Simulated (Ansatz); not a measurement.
# HfN (F-43m) in Ansatz: single point with PBE

Aim: the single point of HfN with PBE.

All numbers are computed with Ansatz 0.2.0; they aren't measurements. Logs are shortened: lines on timing, memory, paths and dates and some standing lists are left out, and cuts for length are marked.

## (1) The crystal as given

The structure is cubic, space group F-43m (No. 216). Conventional cell: a = 4.910 Å, b = 4.910 Å, c = 4.910 Å, α = 90.00°, β = 90.00°, γ = 90.00°. Hf (site symmetry -43m) has 4 N at 2.13 Å as nearest neighbours. N (site symmetry -43m) has 4 Hf at 2.13 Å as nearest neighbours.

The cell comes from a database or a generator and needn't be the stable form of this composition.

## (2) Single point, PBE

File input.yaml:

```yaml
crystal:
  lattice:
    - [0.0, 2.454822, 2.454822]
    - [2.454822, 0.0, 2.454822]
    - [2.454822, 2.454822, 0.0]
  atoms:
    - { symbol: Hf, position: [0.0, 0.0, 0.0] }
    - { symbol: "N", position: [0.25, 0.25, 0.25] }
kpoints:
  mp_grid: { grid: [5, 5, 5] }
scf:
  occupations: { method: fermi_dirac, width: 0.04 }
hamiltonian:
  xc: pbe
  pseudopotentials: { kind: all_electron, lapw: { basis_error: 0.002 } }
output:
  forces: true
  stress: true
  eigenvalues: true
```

Potentials or basis: all-electron LAPW, scalar-relativistic.

On the command line:

```sh
$ ansatz run input.yaml --threads 1 --pin off --max-ram 3072MiB --backend cpu --events-out ev --progress --plain --runs-dir out
```

The log of the run:

```text
Warning: RAYON_NUM_THREADS=1 ignored (pool sized by the plan → 1); use --threads N
LAPW: plane waves up to 9.749 Å⁻¹, error target 2.0e-3 eV per atom; small_component_spin mean_spin; N in spheres of 0.888 Å, 7 of its electrons in bands, Dirac shells []; Hf in spheres of 1.238 Å, 42 of its electrons in bands, Dirac shells [] (how accurate: hamiltonian.pseudopotentials.lapw.basis_error, Limitations)
Engine: ansatz 0.2.0, x86_64-unknown-linux-gnu
Pseudopotentials: kind: all_electron
Pseudopotential: Hf, LAPW, valence charge 42, lapw/all_electron/scalar/gaussian/Hf, Koelling and Harmon's equation, gaussian nucleus
Pseudopotential: N, LAPW, valence charge 7, lapw/all_electron/scalar/gaussian/N, Koelling and Harmon's equation, gaussian nucleus
Functional definition: PBE
  parameter kappa = 0.804
  parameter beta = 0.06672455060314922
  exchange = pbe_x(kappa = kappa, mu = beta*pi^2/3)
  correlation = pbe_c(beta = beta)
Crystal: 2 atoms, lattice volume = 29.586 Å³
Basis set: ecut = 362.0962808465809 eV, 459 PW (Γ), exchange–correlation at level 2
Bands: 30, of which v1, the nominal top of the filled ones, is band 25 counted from 1 (24 counted from 0)
Symmetry: 24 space group operations
Space group: F-43m (ITA 216), of the structure as read, at distance tolerance 3.1e-5 Å
k-points: 10 of 125 (time reversal used)
Non-local potential: Hf, projectors of the file, none
Non-local potential: N, projectors of the file, none
Initial density: superposition of atomic densities (chi_scale 0.1, normalization cell, long waves kept (reshape's long-wave potential 0.00 eV rms))
Initial wavefunctions: plane waves of lowest kinetic energy (no species holds an atomic orbital)
Functional: x = pbe(κ = 0.804, μ = 0.2195149727645171), c = pbe(β = 0.06672455060314922)
iter 1 solved again at ethr=1.52e-2 eV; its pass at ethr=1.00e-1 eV (dr2=7.47e0 eV) is discarded
SCF iter   1: F=—  HF=-411745.773992 eV  |F-HF|=—  |Δ(HF+E_count)|=         —  Δρ=1.36e-1  dr2=7.47e0  ethr=1.52e-2  ⟨swp⟩=2.0  Hψ=1845  notcnv=0
preconditioner: auto → Kerker (q_TF=auto, 2.968 Å⁻¹)  [metal: Δε(μ)=0.096 eV  Ē_g=18.651 eV  σ=0.040 eV  W_gap=0.50  n_scr=14 (ndim 8)  ℏωp=36.8 eV  f_vac=0.008  D(μ)=3.72/eV (n_scr^D=58)]
iter 2 solved again at ethr=7.39e-4 eV; its pass at ethr=1.52e-2 eV (dr2=3.62e-1 eV) is discarded
SCF iter   2: F=—  HF=-411743.218971 eV  |F-HF|=—  |Δ(HF+E_count)|=    2.56e0  Δρ=3.25e-2  dr2=3.62e-1  ethr=7.39e-4  ⟨swp⟩=2.0  Hψ=1508  notcnv=0
preconditioner: auto → none  [insulator: Δε(μ)=0.142 eV  Ē_g=19.194 eV  σ=0.040 eV  W_gap=0.66  n_scr=14 (ndim 8)  ℏωp=36.8 eV  f_vac=0.016 (ignored in choosing the arm: the first look at the density read no void)  D(μ)=2.53/eV (n_scr^D=26)  ε∞_Penn≈4.7]
SCF iter   3: F=—  HF=-411743.158764 eV  |F-HF|=—  |Δ(HF+E_count)|=         —  Δρ=1.50e-2  dr2=3.26e-2  ethr=7.38e-4  ⟨swp⟩=2.0  Hψ=936  notcnv=0
the basis was enlarged: its passes take 269.8 KiB over the memory plan, 1 of 1 planned eigensolver slots
SCF iter   4: F=—  HF=-411743.167307 eV  |F-HF|=—  |Δ(HF+E_count)|=   8.54e-3  Δρ=3.36e-3  dr2=2.86e-3  ethr=6.65e-5  ⟨swp⟩=2.0  Hψ=945  notcnv=0
SCF iter   5: F=—  HF=-411743.140930 eV  |F-HF|=—  |Δ(HF+E_count)|=   2.64e-2  Δρ=1.82e-3  dr2=9.66e-4  ethr=5.84e-6  ⟨swp⟩=3.0  Hψ=967  notcnv=0
SCF iter   6: F=—  HF=-411743.141112 eV  |F-HF|=—  |Δ(HF+E_count)|=   1.83e-4  Δρ=3.43e-4  dr2=5.60e-5  ethr=1.97e-6  ⟨swp⟩=2.9  Hψ=917  notcnv=0
SCF iter   7: F=—  HF=-411743.141095 eV  |F-HF|=—  |Δ(HF+E_count)|=   1.78e-5  Δρ=6.40e-5  dr2=1.42e-6  ethr=1.14e-7  ⟨swp⟩=2.0  Hψ=892  notcnv=0
SCF iter   8: F=-411743.141094 eV  HF=-411743.141094 eV  |F-HF|=1.93e-8  |Δ(HF+E_count)|=   3.48e-7  Δρ=8.71e-6  dr2=1.74e-8  ethr=2.89e-9  ⟨swp⟩=2.1  Hψ=893  notcnv=0
SCF 1 converged in 8 iterations: F = -411743.141094 eV  dr2 = 1.74e-8
SCF converged after 8 iterations
Free energy (F): -411743.141094 eV
Harris-Foulkes:  -411743.141094 eV  (|F-HF|=1.93e-8)
Internal energy: -411743.127003 eV  (E = F + TS)
E sigma→0 (E₀):  -411743.134048 eV
Entropy (-TS):   -0.014092 eV (-7.046 meV/atom)
Fermi energy:    18.239890 eV
--- Per-component energies (eV) ---
  E_band       = -4677.816762
  E_kinetic    = 457968.561188
  E_xc         = -8603.370334
  E_electrostatic = -861108.317857  (all electrons and nuclei)
  E_smearing   = -0.014092  (= −TS)
  E_closure    = 0.000000  (closes the sum)
  E_atoms      = -411724.663545  (free atoms, spherical and without spin; not in F)
  Σ components = -411743.141094   (vs F -411743.141094, Δ=0.00e0)
  Basis errors (estimates in eV, not in F): energy 9.1e-4 per atom: plane waves 8.1e-4 (4.8e-4 summed), levels above the bands 7.0e-94, relativity 1.5e-7, radial functions 1.1e-4, core shells 2.1e-6; eigenvalues (radial functions only) 9.2e-6; not estimated: angular momenta, meshes, grids; target (lapw.basis_error) 2.0e-3; muffin-tin radii N 0.888 Å, Hf 1.238 Å
--- Forces (eV/Å), atoms counted from 1 ---
  atom   1  Hf     0.00000000    -0.00000000    -0.00000000
  atom   2  N     -0.00000000     0.00000000     0.00000000
  max |Σ_I F_I| component: 1.85e-16 eV/Å
--- Stress (GPa, compression-positive) ---
        1.126294       0.000000      -0.000000
        0.000000       1.126294      -0.000000
       -0.000000      -0.000000       1.126294
  P = ⅓ Tr σ = 1.1263 GPa (11.263 kbar)
--- Band table (eV; the first three rows and the last of 10) ---
  k-point 0: bands = ["-359.1274", "-355.9123", "-355.9123", "-355.9123", "-183.7906", "-183.7906", "-183.7721", "-183.7721", "-183.7721", "-44.3925", "-12.9664", "-12.9664", "-12.9664", "1.8211", "5.6604", "5.6604", "5.6604", "5.7278", "5.7278", "5.7278", "5.8031", "12.6665", "12.6665", "12.6665", "17.4498", "20.3620", "20.3620", "24.7065", "24.7065", "24.7065"]
  k-point 1: bands = ["-359.1274", "-355.9123", "-355.9123", "-355.9123", "-183.7906", "-183.7906", "-183.7721", "-183.7721", "-183.7721", "-44.3854", "-13.1350", "-12.9882", "-12.9882", "2.2272", "5.6633", "5.6682", "5.6682", "5.7145", "5.7145", "5.7283", "5.8148", "12.1245", "12.9174", "12.9174", "19.0971", "19.9820", "19.9820", "23.9153", "25.1534", "25.1534"]
  k-point 2: bands = ["-359.1274", "-355.9123", "-355.9123", "-355.9123", "-183.7906", "-183.7906", "-183.7721", "-183.7721", "-183.7721", "-44.3739", "-13.3942", "-13.0233", "-13.0233", "2.8192", "5.6716", "5.6716", "5.6830", "5.7050", "5.7050", "5.7291", "5.7916", "12.2457", "13.2173", "13.2173", "19.8826", "20.4972", "20.4972", "22.6947", "23.9225", "23.9225"]
  k-point 9: bands = ["-359.1274", "-355.9123", "-355.9123", "-355.9123", "-183.7906", "-183.7906", "-183.7721", "-183.7721", "-183.7721", "-44.3669", "-13.3521", "-13.1928", "-13.0994", "3.2210", "5.6633", "5.6806", "5.6930", "5.6975", "5.7014", "5.7081", "5.7833", "12.2247", "13.1796", "14.2725", "17.3710", "19.6054", "21.5565", "23.5994", "24.4741", "26.3545"]
```

Run time: 11 s. Hardware: 1 thread of Intel Xeon at 2.50GHz (Skylake/Cascade Lake), shared host; peak memory 0.27 GiB.

What came out:

```
Free energy            : -411743.1411 eV
Pressure               : 1.1 GPa
Band gap on the k mesh : none (metal or under the smearing width)
```

Caveat: the k mesh is coarse (spacing up to 0.44 Å⁻¹), so the values aren't converged; the k mesh is thin for a metal, which can move the energy by tens of meV per atom. Spin-orbit coupling is left out, which matters for the levels of Hf.
